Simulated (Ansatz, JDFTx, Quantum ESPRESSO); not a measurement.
## AlN: programs and potentials compared

```xyz
2
Lattice="0.0000 2.1840 2.1840 2.1840 0.0000 2.1840 2.1840 2.1840 0.0000" Properties=species:S:1:pos:R:3 pbc="T T T"
Al    0.0000    0.0000    0.0000
N     1.0920    1.0920    1.0920
```

Measurements of this composition are mostly on another form, of space group No. 186.

Alike in all runs: task equation of state; functional LDA; k mesh 10 × 10 × 10; occupations fermi-dirac, width 0.05 eV; no spin polarisation; no spin-orbit coupling. LDA stands for any of its common fits.

```csv
program and potentials,plane-wave cutoff (eV),notes,equilibrium volume (Å³/atom),bulk modulus (GPa)
"Ansatz, PseudoDojo LDA",1143,-,10.17,210.0
"Ansatz, JTH PAW LDA",1350,-,10.21,211.6
"Quantum ESPRESSO, PseudoDojo 0.4.1 SR LDA standard",1143,-,10.17,210.1
"JDFTx, PseudoDojo-SR-LDA-0.4.1-standard",1143,-,10.17,210.1
```

The equilibrium volume spans 10.17 (Quantum ESPRESSO, PseudoDojo 0.4.1 SR LDA standard) to 10.21 Å³/atom (Ansatz, JTH PAW LDA). The bulk modulus spans 210.0 (Ansatz, PseudoDojo LDA) to 211.6 GPa (Ansatz, JTH PAW LDA).

Differences between rows come from potentials, basis sets and numerical settings, since the functional is the same but for its coding. Runs on potential files found faulty are left out.
